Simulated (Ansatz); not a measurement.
## Formation energy and levels of the self-interstitial C_i (10-fold void) in C (Fd-3m)

Wanted: the transition levels of a self-interstitial in C (Fd-3m), from a cell of 128 host atoms with 1 C put in.

Program: Ansatz 0.2.0. Level of theory: place-levels on PBEsol runs: charge-transition levels and formation energies with image-charge correction and potential alignment at the atomic sites. Results are calculated unless marked as measured.

The experiments to compare with:

“Fermi level pinning by defects can explain the large reported carbon 1s binding energy variations in diamond” (2019, arxiv:1902.02958) quotes from earlier work for C, diamond (bulk crystal): band gap (band gap, experimental literature value) 5.5 eV [literature value quoted in passing in the introduction; temperature not stated].

This is a report of a sequence of runs, with most program output left out.

## (1) The structure

The cell holds 129 atoms: 129 C. Its edges and angles: a = 10.052 Å, b = 10.052 Å, c = 10.052 Å, α = 60.0°, β = 60.0°, γ = 60.0°. It derives from C (space group Fd-3m). Nearest the centre at fractional (0.188, 0.688, 0.688): C129 at 0.00 Å, C63 at 1.54 Å, C31 at 1.54 Å, C61 at 1.54 Å, C55 at 1.54 Å, C56 at 1.78 Å, C62 at 1.78 Å, C32 at 1.78 Å.

The host's dielectric constants go in as inputs: 5.87 for the electrons alone, 5.87 with the ions, from a response run on this crystal (DFPT, PBEsol) at that run's own cell.

The cell's shortest repeat is 10.1 Å.

## (2) The runs of each charge state

A transition level is the Fermi level at which two charge states cost the same, so each charge needs its own total energy, at its own relaxed structure.

Random displacements of about 0.05 Å break the site symmetry at the start, so that the relaxation can reach a distorted minimum if there is one. Forces are taken at one point at (¼, ¼, ¼). The cell holds 2 electrons more than the neutral one, with a uniform background that keeps it neutral on the whole.

The sampling was tested on the host first: at the k-points planned (1x1x1 shifted 0.25 0.25 0.25) its energy lies 0.034 eV an atom from the dense-mesh value, so the final energies take a denser sampling.

One state's input; the others differ in charge, spin, start and seed, and in occupations where the table says so.

qm2.relax/input.yaml reads:

```yaml
crystal:
  lattice:
    - [0.0, 7.107606, 7.107606]
    - [7.107606, 0.0, 7.107606]
    - [7.107606, 7.107606, 0.0]
  atoms:
    - { symbol: C, position: [0.0, 0.0, 0.0] }
    - { symbol: C, position: [0.0625, 0.0625, 0.0625] }
[... 4 atom lines left out ...]
    - { symbol: C, position: [0.0, 0.0, 0.75] }
[... 9 atom lines left out ...]
    - { symbol: C, position: [0.0, 0.5, 0.0] }
[... 5 atom lines left out ...]
    - { symbol: C, position: [0.0, 0.5, 0.75] }
    - { symbol: C, position: [0.0625, 0.5625, 0.8125] }
    - { symbol: C, position: [0.0, 0.75, 0.0] }
[... 3 atom lines left out ...]
    - { symbol: C, position: [0.0, 0.75, 0.5] }
    - { symbol: C, position: [0.0625, 0.8125, 0.5625] }
    - { symbol: C, position: [0.0, 0.75, 0.75] }
    - { symbol: C, position: [0.0625, 0.8125, 0.8125] }
[... 4 atom lines left out ...]
    - { symbol: C, position: [0.25, 0.0, 0.5] }
[... 11 atom lines left out ...]
    - { symbol: C, position: [0.25, 0.5, 0.0] }
[... 4 atom lines left out ...]
    - { symbol: C, position: [0.3125, 0.5625, 0.5625] }
    - { symbol: C, position: [0.25, 0.5, 0.75] }
    - { symbol: C, position: [0.3125, 0.5625, 0.8125] }
[... 4 atom lines left out ...]
    - { symbol: C, position: [0.25, 0.75, 0.5] }
    - { symbol: C, position: [0.3125, 0.8125, 0.5625] }
    - { symbol: C, position: [0.25, 0.75, 0.75] }
[... 23 atom lines left out ...]
    - { symbol: C, position: [0.5, 0.5, 0.75] }
[... 5 atom lines left out ...]
    - { symbol: C, position: [0.5, 0.75, 0.5] }
[... 35 atom lines left out ...]
    - { symbol: C, position: [0.1875, 0.6875, 0.6875] }
  host:
    repeats: [4, 4, 4]
    atoms:
      - { symbol: C, position: [0.0, 0.0, 0.0] }
      - { symbol: C, position: [0.25, 0.25, 0.25] }
total_charge: -2
basis:
  ecutwfc: 420
  xc_grid: 2
hamiltonian:
  xc: pbesol
kpoints:
  mp_grid: { grid: [1, 1, 1], shift: [0.25, 0.25, 0.25] }
scf:
  occupations: { method: fixed }
  max_iter: 80
output:
  forces: true
  charged_corrections:
    epsilon: 5.87
    static_epsilon: 5.87
    defect_position: [0.1875, 0.6875, 0.6875]
relax:
  f_tol: 0.02
  max_steps: 80
  random_displacement: { amplitude: 0.05, seed: 6619 }
checkpoint:
  write: "../qm2.relax.run"
  compress: false
  write_wavefunctions: true
  write_every: 100000
```

The run is started by

```sh
> ansatz run input.yaml --threads 8 --pin off --max-ram 22609MiB --backend cpu --events-out ev --progress --plain --runs-dir out
```

The relaxed structure is kept and the sampling changed to a 2×2×2 shifted mesh.

The run of this state that the levels use, under PBEsol:

qm2.point/input.yaml reads:

```yaml
crystal:
  checkpoint: "../qm2.relax.run"
  host: checkpoint
total_charge: -2
basis:
  ecutwfc: 420
  xc_grid: 2
hamiltonian:
  xc: pbesol
kpoints:
  mp_grid: { grid: [2, 2, 2], shift: [0.5, 0.5, 0.5] }
scf:
  occupations: { method: fermi_dirac, width: 0.01 }
  max_iter: 80
output:
  forces: true
  eigenvalues: true
  charged_corrections:
    epsilon: 5.87
    static_epsilon: 5.87
    defect_position: [0.1875, 0.6875, 0.6875]
  eigenstates: { localisation: true }
  populations: true
  band_densities: [{ bands: [v1, v1] }, { bands: [c1, c1] }]
  write_density: true
  write_potential: true
  volumetric_format: npy
  elf: true
checkpoint:
  read: "../qm2.relax.run"
  write: "../qm2.point.run"
  compress: false
  write_wavefunctions: false
  write_every: 100000
```

Relaxations under PBEsol at one point at (¼, ¼, ¼); times on 8 threads of Arm Neoverse V2, shared host:

```
charge  moment (μB)  occupations    outcome  steps  largest displacement against the far atoms (Å)     time
    −2            0        fixed  converged     17                                            0.92  2.3 min
    −1            1        fixed  converged     16                                            0.95  6.4 min
     0            0        fixed  converged     15                                            1.13    2 min
    +1            1        fixed  converged     13                                            1.12  4.3 min
    +2            0        fixed  converged     17                                            1.12  2.1 min
     0            2        fixed  converged     18                                            1.12  4.7 min
    +2            2        fixed  converged     14                                            1.13  4.4 min
```

Single points under PBEsol at a 2×2×2 shifted mesh; times on 8 threads of Arm Neoverse V2, shared host:

```
charge  moment (μB)  occupations    outcome     time
    −2            0  fermi-dirac  converged     69 s
    −1            1  fermi-dirac  converged  2.8 min
     0            0  fermi-dirac  converged     67 s
    +1            1  fermi-dirac  converged  2.9 min
    +2            0  fermi-dirac  converged     62 s
     0            2  fermi-dirac  converged  2.5 min
    +2            2  fermi-dirac  converged  2.9 min
```

Distances (Å) from C129 to the nearest atoms after relaxation with PBEsol:

```
charge  moment (μB)      1.      2.      3.      4.      5.      6.
    −2            0  C 1.33  C 1.34  C 1.44  C 1.76  C 1.86  C 2.06
    −1            1  C 1.31  C 1.32  C 1.75  C 1.92  C 1.95  C 2.16
     0            0  C 1.28  C 1.40  C 1.41  C 2.16  C 2.16  C 2.18
     0            2  C 1.30  C 1.40  C 1.40  C 2.19  C 2.19  C 2.19
    +1            1  C 1.29  C 1.40  C 1.40  C 2.17  C 2.18  C 2.18
    +2            0  C 1.29  C 1.39  C 1.40  C 2.17  C 2.17  C 2.19
    +2            2  C 1.29  C 1.40  C 1.41  C 2.17  C 2.18  C 2.18
```

## (3) Placing the levels, PBEsol

A charged cell interacts with its images and the background, and its potential has another zero than the host's. place-levels removes the first by a point-charge model, screened by the static dielectric constant since the ions have relaxed around the charge, and the second by comparing potentials at atoms far from the defect.

The host is a run of the defect-free crystal in the same cutoffs, grids and k-points, so that basis and sampling errors cancel in part in the differences. The host is run in a cell of 2 atoms on a matching mesh. Its band edges are searched through the zone by a band path, so the gap is smaller than, or equal to, that on the mesh. Chemical potentials are energies per atom of C (diamond), run with the same functional and cutoff. Carbon is taken as diamond, which semilocal functionals can put about 0.1 eV an atom over graphite.

levels.point.yaml reads:

```yaml
host:
  run: host.point.run
states: [qm2.point.run, qm1_M1.point.run, q0.point.run, qp1_M1.point.run, qp2.point.run, q0_M2.point.run, qp2_M2.point.run]
geometry_from:
  qm2.point.run: qm2.relax.run
  qm1_M1.point.run: qm1_M1.relax.run
  q0.point.run: q0.relax.run
  qp1_M1.point.run: qp1_M1.relax.run
  qp2.point.run: qp2.relax.run
  q0_M2.point.run: q0_M2.relax.run
  qp2_M2.point.run: qp2_M2.relax.run
  host.point.run: host.relax.run
chemical_potentials:
  C:
    energy: -246.667945
    dataset: <sha256 of the dataset>
epsilon: 5.87
static_epsilon: 5.87
vertical:
  - { from: qm2.point.run, to: qm2.point_neutral.run }
  - { from: qm1_M1.point.run, to: qm1_M1.point_neutral.run }
  - { from: qp1_M1.point.run, to: qp1_M1.point_neutral.run }
  - { from: qp2.point.run, to: qp2.point_neutral.run }
  - { from: qp2_M2.point.run, to: qp2_M2.point_neutral.run }
```

The run is started by

```sh
> ansatz place-levels levels.point.yaml -- --threads 8 --pin off --max-ram 22609MiB
```

It took 1.2 s on 8 threads of Arm Neoverse V2, shared host.

Under PBEsol the gap is 4.02 eV, (+2/+1) 0.00 (with band filling), (+1/0) 0.86, (0/−1) 5.08 (outside the gap), (−1/−2) 4.03 (outside the gap) (with band filling) eV.

Levels between the charges placed, in eV above the valence top:

```
        gap (eV)  (+2/+1)  (+1/0)  (0/−1)  (−1/−2)
PBEsol      4.02     0.00    0.86    5.08     4.03
```

Corrections by state:

```
charge  moment (μB)  image terms and alignment (eV)  band filling (eV)  ε used  over the lowest of its charge, as the program ranks them, band filling apart (eV)
    +2          0.0                           1.744             -0.778    5.87                                                                              0.000
    +1          1.0                           0.460                  -    5.87                                                                              0.000
     0          2.0                           0.000                  -       -                                                                              0.000
    −1          1.0                           0.242                  -    5.87                                                                              0.000
    −2          0.0                           1.142             -0.147    5.87                                                                              0.000
    +2          2.0                           1.363                  -    5.87                                                                              0.401
     0          0.0                           0.000                  -       -                                                                              0.215
```

The charged structures listed were also run neutral, and place-levels reads from each pair, by the potential or the spins, how wide the charge is by which they differ; that can be the carrier of either run.

```
charge  rms radius (Å)  spread where it is widest against the cell (Å)  wide from (Å)  reading
    +2             1.9                                            1.09           1.42   narrow
    +1             1.5                                            0.86           1.42   narrow
    −1             1.9                                            1.27           1.42   narrow
    −2             2.0                                            1.23           1.42   narrow
```

The neutral runs of these pairs need not share the spin of the lowest neutral state, and very wide values only mean spread over the cell.

From the program's caveats on the states, each cut to its opening words:

- charge +2, −2: it parts from the run that its charge is read beside by 2 carriers, of which the mean alone is read, by its potential at epsilon 5.87, taken for that of held [...]
- charge +2: a band-filling correction moves a carrier to the host's band edge, which changes its energy by -0.778 eV
- charge +2: the far atoms show a dipole or second moment of the defect's charge, for which the correction takes or leaves out 0.171 eV: further moments aren't read, and [...]
- charge +2: its displacements don't fall off away from the defect: farther atoms stand 0.012 Å off the host's places
- charge +1 (1 μB), 0 (2 μB), +2 (2 μB): its displacements don't fall off away from the defect: farther atoms stand 0.013 Å off the host's places
- charge −2: a band-filling correction moves a carrier to the host's band edge, which changes its energy by -0.147 eV
- charge +2 (2 μB): it parts from the run at its places by a charge that spreads by about 1.8 Å along one vector (1.4 Å or more is wide), by its potential at epsilon 5.87, taken [...]
- charge +2 (2 μB): its moments are held at its close (magnetization.spin_locking), by a field of 0.576 eV a Bohr magneton, and its energy and levels are of the state that this [...]
- charge 0: its displacements don't fall off away from the defect: farther atoms stand 0.015 Å off the host's places

Chemical potentials of the elements' reference phases, run alike. Formation energies (elemental references), with the Fermi level at the valence top and at the conduction bottom (gap 4.02 eV):

```
charge  at valence top (eV)  at conduction bottom (eV)  correction included (eV)
    +2                10.76                      18.79                      0.97
    +1                10.76                      14.77                      0.46
     0                11.61                      11.61                      0.00
    −1                16.69                      12.67                      0.24
    −2                20.72                      12.69                      1.00
```

(Fermi level (eV), lowest formation energy (eV)): (0.00, 10.76), (0.36, 11.12), (0.73, 11.49), (1.09, 11.61), (1.46, 11.61), (1.82, 11.61), (2.19, 11.61), (2.56, 11.61), (2.92, 11.61), (3.29, 11.61), (3.65, 11.61), (4.02, 11.61)

## (4) The same at the relaxations' own k-points

The relaxations' own energies give the levels at their sampling, for comparison.

levels.relax_mesh.yaml reads:

```yaml
host:
  run: host.relax.run
states: [qm2.relax.run, qm1_M1.relax.run, q0.relax.run, qp1_M1.relax.run, qp2.relax.run, q0_M2.relax.run, qp2_M2.relax.run]
chemical_potentials:
  C:
    energy: -246.667945
    dataset: <sha256 of the dataset>
```

The run is started by

```sh
> ansatz place-levels levels.relax_mesh.yaml -- --threads 8 --pin off --max-ram 22609MiB
```

Wall time 0.33 s (8 threads).

Levels between neighbouring charges, in eV above the valence top:

```
                        gap (eV)  (+2/+1)  (+1/0)  (0/−1)  (−1/−2)
one point at (¼, ¼, ¼)      4.01    -0.04    0.70    4.91     3.91
  a 2×2×2 shifted mesh      4.02     0.00    0.86    5.08     4.03
```

Going from one point at (¼, ¼, ¼) to a 2×2×2 shifted mesh moves the levels that carry no band-filling term by up to 0.17 eV and formation energies against the elements by up to 0.57 eV; band-filling terms, which differ between samplings, are in these energies.

## (5) Placing the levels, r2SCAN

r2SCAN on the same structure is run to see how far the result rests on the functional, though not on the errors that semilocal functionals share.

qm2.r2scan/input.yaml reads:

```yaml
crystal:
  checkpoint: "../qm2.relax.run"
  host: checkpoint
total_charge: -2
basis:
  ecutwfc: 500
  xc_grid: 2
hamiltonian:
  xc: r2scan
kpoints:
  mp_grid: { grid: [2, 2, 2], shift: [0.5, 0.5, 0.5] }
scf:
  occupations: { method: fermi_dirac, width: 0.01 }
  max_iter: 80
output:
  forces: true
  eigenvalues: true
  charged_corrections:
    epsilon: 5.87
    static_epsilon: 5.87
    defect_position: [0.1875, 0.6875, 0.6875]
  eigenstates: { localisation: true }
  populations: true
checkpoint:
  write: "../qm2.r2scan.run"
  compress: false
  write_wavefunctions: false
  write_every: 100000
```

The job ended after 92 s (8 threads; peak memory 6.5 GiB; 12 min of CPU time).

levels.r2scan.yaml reads:

```yaml
host:
  run: host.r2scan.run
  levels_from: { run: edges.r2scan.run }
states: [qm2.r2scan.run, qm1_M1.r2scan.run, q0.r2scan.run, qp1_M1.r2scan.run, qp2.r2scan.run, q0_M2.r2scan.run, qp2_M2.r2scan.run]
geometry_from:
  qm2.r2scan.run: qm2.relax.run
  qm1_M1.r2scan.run: qm1_M1.relax.run
  q0.r2scan.run: q0.relax.run
  qp1_M1.r2scan.run: qp1_M1.relax.run
  qp2.r2scan.run: qp2.relax.run
  q0_M2.r2scan.run: q0_M2.relax.run
  qp2_M2.r2scan.run: qp2_M2.relax.run
  host.r2scan.run: host.relax.run
chemical_potentials:
  C:
    energy: -251.555749
    dataset: <sha256 of the dataset>
```

The run is started by

```sh
> ansatz place-levels levels.r2scan.yaml -- --threads 8 --pin off --max-ram 22609MiB
```

The job ended after 1.1 s (8 threads).

Under r2SCAN the gap is 4.36 eV, (+2/+1) -0.18 (outside the gap) (with band filling), (+1/0) 0.67, (0/−1) 5.71 (outside the gap), (−1/−2) 4.56 (outside the gap) eV.

## (6) Side by side

Levels between neighbouring charges, in eV above each run's own valence top:

```
                                                 gap (eV)  (+2/+1)  (+1/0)  (0/−1)  (−1/−2)  CPU time a state at this stage (restarts are quicker than cold starts)
                     PBEsol, 2×2×2 shifted mesh      4.02     0.00    0.86    5.08     4.03                                                                  14 min
r2SCAN on PBEsol structures, 2×2×2 shifted mesh      4.36    -0.18    0.67    5.71     4.56                                                                  23 min
```

## (7) What came out

```yaml
gap_of_the_host: 4.02 eV (PBEsol)
level_plus_2_plus_1: 0.00 eV above the valence top (-0.78 eV above the valence top without the band-filling term)
level_plus_1_over_0: 0.86 eV above the valence top
level_0_minus_1: 5.08 eV above the valence top, past the conduction bottom, not a change between lowest states
level_minus_1_minus_2: 4.03 eV above the valence top, past the conduction bottom, not a change between lowest states (4.18 eV above the valence top without the band-filling term)
lowest_of_the_charges_placed_just_above_the_valence_top_0p02_ev: +1
lowest_of_the_charges_placed_just_below_the_conduction_bottom_0p02_ev: 0
lowest_formation_energy_at_mid_gap_of_the_charges_run_elemental_references: 11.61 eV
```

**Reading.** Of the charges placed (−2, −1, 0, +1 and +2), the lowest changes at 0.86 eV (+1/0) above the valence top, in a gap of 4.02 eV. States placed: +2 at 0 μB and 2 μB; +1 at 1 μB; 0 at 2 μB and 0 μB; −1 at 1 μB; −2 at 0 μB. Other spin states or structures, where not listed, weren't placed. The program finds carriers beyond a band edge of the host and adds a band-filling term at charge −2 (-0.15 eV) and +2 (-0.78 eV); steps to such a charge show no bound level, and a defect level inside a band would be read the same way. Corrections reach 1.7 eV, so the cell is small for these charges and their levels are rough. At charge −2, −1, 0, +1 and +2 the atom put in ends up to 1.1 Å from its starting place, so the name tells the start alone and the levels can join different sites. Going from one point at (¼, ¼, ¼) to a 2×2×2 shifted mesh moves the levels that carry no band-filling term by up to 0.17 eV and formation energies against the elements by up to 0.57 eV; band-filling terms, which differ between samplings, are in these energies. Limits: PBEsol makes the gap too small and tends to spread out bound carriers; force components of up to 0.46 eV/Å remain in a run at the final settings.

Comparison with the measured values:

```
                             quantity  measured           PBEsol           r2SCAN
band gap (least gap of the host) (eV)       5.5  4.02 (-1.48 eV)  4.36 (-1.14 eV)
```

Measured values from arxiv:1902.02958 (2019).

**Verdict.** For the band gap, of the levels listed nearest comes r2SCAN (-1.14 eV, a clear miss) and farthest PBEsol (-1.48 eV, a clear miss). Local and semilocal functionals usually give gaps below the measured ones. Zero-point and thermal motion shift the measured gap.

[Logs are printed without paths, hosts, clocks, repeated set-up lines and the standing remarks that a program may print on its own settings, such as how far it seeks lower states.]

[Hosts, paths, dates, database ids (printed as entryN), source tags and the programs' standing remarks are cut or masked in the printed files.]

[Where a table of states has a column of steps, it counts the stored structures, which are thinned; the runs took as many ionic steps or more.]

[A defect's name tells the site on which it was built; relaxed atoms can leave that site.]

[For some hosts the program warned that the k-mesh of the response run may be too coarse for force constants and the static dielectric constant; such warnings are not shown here.]
